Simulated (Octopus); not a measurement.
# KTaO3 under changes of volume

One of the cells (12.688 Å³/atom); the others are scaled copies at fixed shape and fractional positions:

```
CELL_PARAMETERS angstrom
3.98830 0.00000 0.00000
0.00000 3.98830 0.00000
0.00000 0.00000 3.98830
ATOMIC_POSITIONS crystal
Ta 0.00000 0.00000 0.00000
K 0.50000 0.50000 0.50000
O 0.00000 0.00000 0.50000
O 0.00000 0.50000 0.00000
O 0.50000 0.00000 0.00000
```

| Item | Value |
| --- | --- |
| Program | Octopus 16.4 |
| Functional | PBEsol |
| Potentials or basis | pseudodojo_pbesol (PseudoDojo 0.4, PBEsol) |
| Grid spacing | 0.117 Å |
| k mesh | 7 × 7 × 7 |
| Occupations | fermi-dirac, width 0.05 eV |
| Spin | no spin polarisation |

```tsv
volume (Å³/atom)	energy over the lowest point (meV/atom)	gap on the mesh (eV)
11.927	32.16	2.34
12.180	13.61	2.30
12.434	3.02	2.25
12.688	0.00	2.21
12.942	?	?
13.196	14.18	2.12
```

What does the run at 12.942 Å³/atom give?

Energy over the lowest point 4.08 meV/atom; gap on the mesh 2.16 eV.

Worked out: A Birch-Murnaghan fit of order 3 (a polynomial in V^(-2/3)) to the other rows has its minimum at 12.67 Å³/atom with B0 = V·E''(V) = 219 GPa and B' = 2.9. It gives 3.88 meV/atom at 12.942 Å³/atom, against the run's 4.08. A straight line through the other rows of the gap, of slope -2.19 eV per unit of ln V, gives 2.16 eV, against the run's 2.16.

Energies are extrapolated to zero smearing.

Caveats: spin-orbit coupling is left out, which moves the levels of the heavy elements; an odd mesh through Γ misses points on the zone boundary, where band edges often lie.
